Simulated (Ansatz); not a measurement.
Input of an Ansatz 0.2.0 run:

input.yaml

```yaml
crystal:
  lattice:
    - [0.0, 2.325, 2.325]
    - [2.325, 0.0, 2.325]
    - [2.325, 2.325, 0.0]
  atoms:
    - { symbol: Hf, position: [0.5, 0.5, 0.5] }
    - { symbol: C, position: [0.0, 0.0, 0.0] }
kpoints:
  mp_grid: { grid: [10, 10, 10] }
scf:
  occupations: { method: fermi_dirac, width: 0.05 }
hamiltonian:
  xc: pbesol
  pseudopotentials: { kind: all_electron, lapw: { basis_error: 0.001 } }
output:
  forces: true
  stress: true
  eigenvalues: true
  dos: { projected: false, de: 0.1, e_range: [-20, 10] }
```

Potentials or basis: all-electron LAPW, scalar-relativistic.

The run is started by

```sh
$ ansatz run input.yaml --threads 1 --pin off --max-ram 3072MiB --backend cpu --events-out ev --progress --plain --runs-dir out
```

Task: Estimate the pressure.

Result: -6.5 GPa.

Task: Predict the band gap on the k mesh.

Result: None (metal or under the smearing width).

States per cell in windows of 0.5 eV (zero at the Fermi level; states under -8 eV left out):
| from (eV) | total |
| --- | --- |
| -8.0 | 0.00 |
| -7.5 | 0.00 |
| -7.0 | 0.00 |
| -6.5 | 0.01 |
| -6.0 | 0.10 |
| -5.5 | 0.20 |
| -5.0 | 0.40 |
| -4.5 | 0.45 |
| -4.0 | 0.40 |
| -3.5 | 0.30 |
| -3.0 | 1.74 |
| -2.5 | 1.14 |
| -2.0 | 0.59 |
| -1.5 | 0.36 |
| -1.0 | 0.23 |
| -0.5 | 0.10 |
| 0.0 | 0.14 |
| 0.5 | 0.17 |
| 1.0 | 0.25 |
| 1.5 | 0.29 |
| 2.0 | 0.32 |
| 2.5 | 0.40 |
| 3.0 | 0.44 |
| 3.5 | 0.43 |
| 4.0 | 0.57 |
| 4.5 | 0.76 |
| 5.0 | 1.01 |
| 5.5 | 0.93 |
| 6.0 | 0.84 |
| 6.5 | 0.50 |
| 7.0 | 0.44 |
| 7.5 | 0.50 |

Spin-orbit coupling is left out, which matters for the levels of Hf.
